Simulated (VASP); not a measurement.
The system is Nb.

```xyz
1
Lattice="-1.6640 1.6640 1.6640 1.6640 -1.6640 1.6640 1.6640 1.6640 -1.6640" Properties=species:S:1:pos:R:3 pbc="T T T"
Nb    0.0000    0.0000    0.0000
```

| Item | Value |
| --- | --- |
| Program | VASP 6.6.1 |
| Task | relaxation of cell and atoms |
| Functional | TPSS |
| Potentials or basis | VASP PAW PBE potentials, release 64 (Nb_sv) |
| Cutoff | 600 eV |
| k mesh | 11 × 11 × 11 |
| Occupations | methfessel-paxton, width 0.1 eV |
| Spin | no spin polarisation |

At the start: pressure -4.2 GPa; volume 18.43 Å³/atom.

Where does the relaxation end?

Over 3 steps the energy falls by 6.0 meV/atom and the volume is 17.99 Å³/atom (-2.4 %); space group Im-3m (No. 229, to 0.05 Å).

Step by step:
```
step  energy change (eV)  largest force (eV/Å)  pressure (GPa)  volume (Å³)
   1              0.0000                0.0000           -4.24        18.43
   2              0.0162                0.0000            8.86        17.16
   3             -0.0060                0.0000           -0.06        17.99
```

Final structure:
```
Nb
1.0
    -1.65066    1.65066    1.65066
     1.65066   -1.65066    1.65066
     1.65066    1.65066   -1.65066
Nb
1
Cartesian
  0.0000 0.0000 0.0000
```

Caveat: the PAW data sets were made with another functional, which shifts forces and pressure a little.
